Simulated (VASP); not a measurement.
# CdS (Hawleyite) (F-43m) in VASP: a series of runs, part 2 of 2

VASP 6.6.1. The steps go on from the part before.

## (3) G0W0 quasiparticle levels, PBE

POSCAR

```
CdS
1.0
    0.0000000000      2.9165000000      2.9165000000
    2.9165000000      0.0000000000      2.9165000000
    2.9165000000      2.9165000000      0.0000000000
Cd S
1 1
Direct
    0.0000000000      0.0000000000      0.0000000000
    0.7500000000      0.7500000000      0.7500000000
```

INCAR.step1

```
PREC     = Accurate       # precision mode
ENCUT    = 450            # plane-wave cutoff, eV
EDIFF    = 1E-8           # SCF threshold, eV
ISMEAR   = 0              # smearing method
SIGMA    = 0.01           # smearing width, eV
LREAL    = F              # projectors in reciprocal space
LASPH    = T              # aspherical terms in the spheres
NELM     = 60             # most SCF steps
ALGO     = Normal         # electronic algorithm
LWAVE    = T              # write WAVECAR
LCHARG   = F              # write CHGCAR
GGA      = PE             # functional
```

INCAR.step2

```
PREC     = Accurate       # precision mode
ENCUT    = 450            # plane-wave cutoff, eV
EDIFF    = 1E-8           # SCF threshold, eV
ISMEAR   = 0              # smearing method
SIGMA    = 0.01           # smearing width, eV
LREAL    = F              # projectors in reciprocal space
LASPH    = T              # aspherical terms in the spheres
NELM     = 1              # most SCF steps
ALGO     = Exact          # electronic algorithm
LWAVE    = T              # write WAVECAR
LCHARG   = F              # write CHGCAR
GGA      = PE             # functional
NBANDS   = 68             # bands
LOPTICS  = T              # frequency-dependent dielectric function
ISTART   = 1
```

INCAR.step3

```
PREC     = Accurate       # precision mode
ENCUT    = 450            # plane-wave cutoff, eV
EDIFF    = 1E-8           # SCF threshold, eV
ISMEAR   = 0              # smearing method
SIGMA    = 0.01           # smearing width, eV
LREAL    = F              # projectors in reciprocal space
LASPH    = T              # aspherical terms in the spheres
ALGO     = EVGW0          # electronic algorithm
LWAVE    = F              # write WAVECAR
LCHARG   = F              # write CHGCAR
GGA      = PE             # functional
NELMGW   = 1            
NBANDS   = 68             # bands
ENCUTGW  = 50             # cutoff of the response function
NOMEGA   = 48             # frequency points
PRECFOCK = Fast         
ISTART   = 1            
NBANDSGW = 17
```

KPOINTS

```
Automatic mesh
0
Gamma
  3 3 3
```

Potentials or basis: VASP PAW PBE potentials, release 64 (Cd_GW, S_GW).

Run with:

```sh
$ cat potpaw_PBE.64/Cd_GW/POTCAR potpaw_PBE.64/S_GW/POTCAR > POTCAR
$ cp INCAR.step1 INCAR
$ mpirun -np 1 vasp_std > vasp.out
$ cp INCAR.step2 INCAR
$ mpirun -np 1 vasp_std > vasp.out
$ cp INCAR.step3 INCAR
$ mpirun -np 1 vasp_std > vasp.out
```

OUTCAR:

```text
PREC = Accurate
   ENCUT = 450
   EDIFF = 1E-8
   ISMEAR = 0
   LREAL = F
   LASPH = T
   GGA = PE
   NELMGW = 1
   ENCUTGW = 50
   PRECFOCK = Fast
   ISTART = 1

 Found      4 irreducible k-points:

 Following reciprocal coordinates:
            Coordinates               Weight
  0.000000  0.000000  0.000000      1.000000
  0.333333  0.000000  0.000000      8.000000
  0.333333  0.333333  0.000000      6.000000
 -0.333333  0.333333  0.000000     12.000000
   k-points           NKPTS =      4   k-points in BZ     NKDIM =     27   number of bands    NBANDS=     68
   number of dos      NEDOS =    301   number of ions     NIONS =      2
   total plane-waves  NPLWV =  27000
   dimension x,y,z NGX =    30 NGY =   30 NGZ =   30
   dimension x,y,z NGXF=    60 NGYF=   60 NGZF=   60
   ions per type =               1   1
   NGX,Y,Z   is equivalent  to a cutoff of  12.09, 12.09, 12.09 a.u.
   NGXF,Y,Z  is equivalent  to a cutoff of  24.18, 24.18, 24.18 a.u.
 SYSTEM =  unknown system
   PREC   = accura    normal or accurate (medium, high low for compatibility)
   ISTART =      1    job   : 0-new  1-cont  2-samecut
   ICHARG =      0    charge: 1-file 2-atom 10-const
   ISPIN  =      1    spin polarized calculation?
   LNONCOLLINEAR =      F non collinear calculations
   LSORBIT =      F    spin-orbit coupling
   LASPH  =      T    aspherical Exc in radial PAW
   ENCUT  =  450.0 eV  33.07 Ry    5.75 a.u.   7.13  7.13  7.13*2*pi/ulx,y,z
   NELM   =     60;   NELMIN=  2; NELMDL=  0     # of ELM steps
   EDIFF  = 0.1E-07   stopping-criterion for ELM
   LREAL  =      F    real-space projection
   EDIFFG = 0.1E-06   stopping-criterion for IOM
   NSW    =      0    number of steps for IOM
   IBRION =     -1    ionic relax: 0-MD 1-quasi-New 2-CG
   NFREE  =      0    steps in history (QN), initial steepest desc. (CG)
   ISIF   =      0    stress and relaxation
   ISYM   =      3    0-nonsym 1-usesym 2-fastsym
   POTIM  = 0.5000    time-step for ionic-motion
   TEBEG  =    0.0;   TEEND  =   0.0 temperature during run
   PSTRESS=    0.0 pullay stress
   NELECT =      18.0000    total number of electrons
   NUPDOWN=      -1.0000    fix difference up-down
   EMIN   =  10.00;   EMAX   =-10.00  energy-range for DOS
   EFERMI =   0.00;   METHOD = LEGACY
   ISMEAR =     0;   SIGMA  =   0.01  broadening in eV -4-tet -1-fermi 0-gaus
   EFERMI_NEDOS =   21; number of points for ismear=-14 and -15
   IALGO  =     38    algorithm
   IMIX   =      4    mixing-type and parameters
     AMIX     =   0.40;   BMIX     =  1.00
     AMIX_MAG =   1.60;   BMIX_MAG =  1.00
  volume/ion in A,a.u.               =      24.81       167.41
  Fermi-wavevector in a.u.,A,eV,Ry     =   1.167599  2.206442 18.548649  1.363287
  Thomas-Fermi vector in A             =   2.304097
   LORBIT       =      0    0 simple, 1 ext, 2 COOP (PROOUT), +10 PAW based schemes
   GGA     = PE    functional components
   LHFCALC =     T    Hartree Fock is set to
   PRECFOCK=fast      Normal, Fast or Accurate (Low or Medium for compatibility)
   ENCUT4O =  -1.0   cutoff for four orbital integrals eV
   NKREDX  =     1    reduce k-point grid by
   NKREDY  =     1    reduce k-point grid by
   NKREDZ  =     1    reduce k-point grid by
   AEXX    =    1.0000 exact exchange contribution
   HFSCREEN=    0.0000 screening length (either q_TF or 0.3 A-1)
   HFSCREENC=   0.0000 screening length for correlation (either q_TF or 0.3 A-1)
   ENCUTFOCK=  -1.0 apply spherical cutoff to Coloumb kernel
   IVDW    =     0    specifies the selected vdW correction
   LEPSILON=     F    determine dielectric tensor
   LRPA    =     F    only Hartree local field effects (RPA)
   LRPAFORCE           =     F    calculate RPA forces
   ENCUTGW             =  50.0    cutoff for response function in eV
   ENCUTGWSOFT         =  40.0    soft cutoff for Coulomb kernel in GW response function in eV
   ENCUTLF             =  -1.0    cutoff for local field effects
   NELMGW              =     1    number of iterations in solving QP/BSE equation
   NELMHF              =     1    number of iterations in the inner HF iteration
   NKREDLFX            =     1    NKREDLFY  =   1   NKREDLFZ  =   1
 non-spin polarized calculation
 Gauss-broadening in eV      SIGMA  =   0.01
  energy-cutoff  :      450.00
  volume of cell :       49.62
 maximum number of plane-waves:      1089
 NGX is ok and might be reduce to    30
  NGX = 16; NGY = 16; NGZ = 16
   NGX = 15   NGY = 15   NGZ = 15
 maximum number of plane-waves:        51
 NGX is ok and might be reduce to    10

 QP shifts <psi_nk| G(iteration)W_0 |psi_nk>: iteration 1
 for sc-GW calculations column KS-energies equals QP-energies in previous step
 and V_xc(KS)=  KS-energies - (<T + V_ion + V_H > + <T+V_H+V_ion>^1  + <V_x>^1)

 k-point   1 :       0.0000    0.0000    0.0000
  band No.  KS-energies  QP-energies   sigma(KS)   V_xc(KS)     V^pw_x(r,r')   Z            occupation Imag(sigma)

      1      -9.6269      -9.6973     -13.1017     -12.9919     -20.9027       0.6414       2.0000       1.2005
      2      -5.0684      -6.5045     -17.2499     -15.1709     -22.9360       0.6908       2.0000       0.4344
      3      -5.0684      -6.5045     -17.2499     -15.1709     -22.9360       0.6908       2.0000       0.4344
      4      -5.0684      -6.5045     -17.2499     -15.1709     -22.9360       0.6908       2.0000       0.4344
      5      -4.5976      -6.1486     -17.7137     -15.4962     -23.2435       0.6994       2.0000       0.3941
      6      -4.5976      -6.1486     -17.7137     -15.4962     -23.2435       0.6994       2.0000       0.3941
[... 9 lines left out ...]
     16      14.1407      14.2878      -7.6933      -7.8901      -2.3983       0.7480       0.0000      -0.3696
     17      15.9596      15.8914      -7.3065      -7.2158      -2.1079       0.7519       0.0000      -0.4845

 k-point   2 :       0.3333    0.0000    0.0000
  band No.  KS-energies  QP-energies   sigma(KS)   V_xc(KS)     V^pw_x(r,r')   Z            occupation Imag(sigma)

      1      -9.3038      -9.3906     -13.5556     -13.4191     -21.2667       0.6361       2.0000       1.1167
      2      -4.9703      -6.4224     -17.3422     -15.2474     -23.0090       0.6932       2.0000       0.4298
      3      -4.9703      -6.4224     -17.3422     -15.2474     -23.0090       0.6932       2.0000       0.4298
      4      -4.5971      -5.9993     -17.0585     -15.0455     -22.6116       0.6966       2.0000       0.4281
      5      -4.5807      -6.1312     -17.7297     -15.5178     -23.2754       0.7010       2.0000       0.3916
      6      -4.5807      -6.1312     -17.7297     -15.5178     -23.2754       0.7010       2.0000       0.3916
[... 9 lines left out ...]
     16      13.7010      14.2586      -9.2637     -10.0127      -4.4381       0.7445       0.0000      -0.2728
     17      18.3220      19.0386      -9.3406     -10.2802      -3.6687       0.7627       0.0000      -0.7558

 k-point   3 :       0.3333    0.3333    0.0000
  band No.  KS-energies  QP-energies   sigma(KS)   V_xc(KS)     V^pw_x(r,r')   Z            occupation Imag(sigma)

      1      -9.2013      -9.2972     -13.7118     -13.5609     -21.3927       0.6358       2.0000       1.0889
      2      -4.8462      -6.3060     -17.0101     -14.9175     -22.5267       0.6976       2.0000       0.4231
      3      -4.8208      -6.2937     -17.5239     -15.4114     -23.1891       0.6972       2.0000       0.4222
      4      -4.8208      -6.2937     -17.5239     -15.4114     -23.1891       0.6972       2.0000       0.4222
      5      -4.5327      -6.0908     -17.7845     -15.5674     -23.3312       0.7028       2.0000       0.3934
      6      -4.4825      -5.9289     -17.2840     -15.2174     -22.8132       0.6999       2.0000       0.4118
[... 9 lines left out ...]
     16      18.0285      18.2538      -7.8691      -8.1650      -2.5435       0.7615       0.0000      -0.6050
     17      18.1520      18.9557      -9.9297     -11.0075      -4.2656       0.7458       0.0000      -0.7230

 k-point   4 :      -0.3333    0.3333    0.0000
  band No.  KS-energies  QP-energies   sigma(KS)   V_xc(KS)     V^pw_x(r,r')   Z            occupation Imag(sigma)

      1      -9.0987      -9.2111     -13.9014     -13.7258     -21.5520       0.6403       2.0000       1.0628
      2      -4.8899      -6.3640     -17.3215     -15.2036     -22.9342       0.6960       2.0000       0.4263
      3      -4.8169      -6.2894     -17.5271     -15.4167     -23.1912       0.6977       2.0000       0.4223
      4      -4.6468      -6.1926     -17.6262     -15.4189     -23.1757       0.7003       2.0000       0.3987
      5      -4.5750      -6.1288     -17.7216     -15.5085     -23.2673       0.7021       2.0000       0.3933
      6      -4.0334      -5.4234     -17.5766     -15.5957     -23.1416       0.7017       2.0000       0.4000
[... 9 lines left out ...]
     16      17.1131      17.7457      -9.3090     -10.1620      -3.8311       0.7417       0.0000      -0.5614
     17      17.7266      18.5550      -9.9169     -11.0242      -4.1776       0.7481       0.0000      -0.7145
```

Run time: 28 s. Hardware: 1 thread of Intel Xeon 6975P-C (Granite Rapids), shared host; peak memory 0.31 GiB.

The run converged, but some of its settings lie outside the range that counts as converged, so its numbers aren't taken as properties of the crystal.

Results:

```
Band gap on the k mesh, mean-field level : 1.10 eV, direct
Quasiparticle gap                        : 1.66 eV
Least direct quasiparticle gap           : 1.66 eV
```

Caveat: the k mesh is coarse (spacing up to 0.62 Å⁻¹), so the values aren't converged; bands, screening cutoff and mesh are small and nothing is extrapolated, so the quasiparticle values aren't converged.
